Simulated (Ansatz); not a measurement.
A trial structure of WS₂ was built thus: random cell by space group and Wyckoff sites (P4/mmm, No. 123). The dimensions are guesses.

```xyz
3
Lattice="3.4062 0.0000 0.0000 0.0000 3.4062 0.0000 0.0000 0.0000 10.7573" Properties=species:S:1:pos:R:3 pbc="T T T"
W     1.7031    1.7031    5.3786
S     1.7031    1.7031    9.8485
S     1.7031    1.7031    0.9087
```

Method: DFT PBE, scalar-relativistic, plane waves, PAW in Ansatz. Cutoff 420 eV, Gaussian smearing, Γ-centred meshes. Cell and atoms relax first on a coarse mesh and then on a finer one. In between, the cell is made exact in the group found at 0.06 Å. In metals the finer mesh still leaves noise of several meV/atom or more. The steps can't lower the symmetry of their start. No spin polarisation.

A guess keeps its type if space group and coordination stay and the shape of the cell changes little (axis ratios within about 15 %, angles within 6°); the volume may change.

Question: Will the relaxed cell still be of the starting type?

Answer: It doesn't keep its type. The symmetry stays P4/mmm (No. 123). The volume per atom shrinks by 50.3 %, from 41.6 to 20.7 Å³. The shortest distance goes from 1.82 Å (S–S) to 2.45 Å (W–S). The ratio c/a of the conventional cell changes by a factor of 1.13. Counting neighbours within 15 % of an atom's shortest distance, the start has S 1, W 4 and the end S 5, W 6. In detail, at the end W is surrounded by 2 S at 2.45 Å and 4 W at 2.59 Å; S is surrounded by 1 W at 2.45 Å and 4 S at 2.59 Å.

```cif
data_structure
_symmetry_space_group_name_H-M 'P4/mmm'
_symmetry_Int_Tables_number 123
_cell_length_a 2.5917
_cell_length_b 2.5917
_cell_length_c 9.2342
_cell_angle_alpha 90.000
_cell_angle_beta 90.000
_cell_angle_gamma 90.000
_cell_volume 62.03
loop_
_atom_site_label
_atom_site_type_symbol
_atom_site_symmetry_multiplicity
_atom_site_Wyckoff_symbol
_atom_site_fract_x
_atom_site_fract_y
_atom_site_fract_z
_atom_site_occupancy
W1 W 1 d 0.50000 0.50000 0.50000 1
S1 S 2 h 0.50000 0.50000 0.76566 1
```

The last run used an 18×18×6 mesh (in the run's order of axes) for its 3-atom cell and Gaussian smearing of 0.10 eV. Weakly bound directions are ill-defined at this level, which has no dispersion term. Spin–orbit coupling, which can matter for W, is left out. A structure relaxed within its symmetry needn't be a true minimum.
